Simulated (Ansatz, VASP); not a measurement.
TaN in VASP and in Ansatz

```
Ta N
1.0
     0.00000    2.19188    2.19188
     2.19188    0.00000    2.19188
     2.19188    2.19188    0.00000
Ta N
1 1
Direct
  0.49674 0.50326 0.50326
  0.04209 0.95791 0.95791
```

Change from the starting cell: mode 4 frozen in at -0.183 Å, equal normal strain along x, y and z +0.0083.

Alike in both runs: task single point; functional LDA; k mesh 18 × 18 × 18; occupations gaussian, width 0.15 eV; no spin polarisation.

|  | VASP | Ansatz |
| --- | --- | --- |
| version | VASP 6.6.1 | Ansatz 0.2.0 |
| potentials or method | VASP PAW LDA potentials, release 64 (Ta_pv, N) | scalar-relativistic, plane waves, PAW |
| plane-wave cutoff (eV) | 520 | 520 |
| valence electrons in the cell | 16 | 18 |

VASP gave:

```
gap on the k mesh at the Fermi level (eV)       : none
pressure (GPa)                                  : 0.2
largest component of the traceless stress (GPa) : 13.61
rms of the force components (eV/Å)              : 1.177
```

Problem. What did Ansatz give for the same quantities?

Solution. gap on the k mesh at the Fermi level (eV): none; pressure (GPa): -1.9; largest component of the traceless stress (GPa): 13.33; rms of the force components (eV/Å): 1.153.

Atom by atom the forces differ by 0.024 eV/Å (rms over components). A gap of «none» marks a metal or a gap that the smearing closes. The two sets of potentials don't hold the same shells in valence. Ansatz warned: «pseudo_functional_mismatch».

Caveats: forces of over 1 eV/Å show positions far from the minimum, so gaps and moduli don't describe the material at rest. The runs have no spin-orbit coupling, so splittings on Ta are missing.
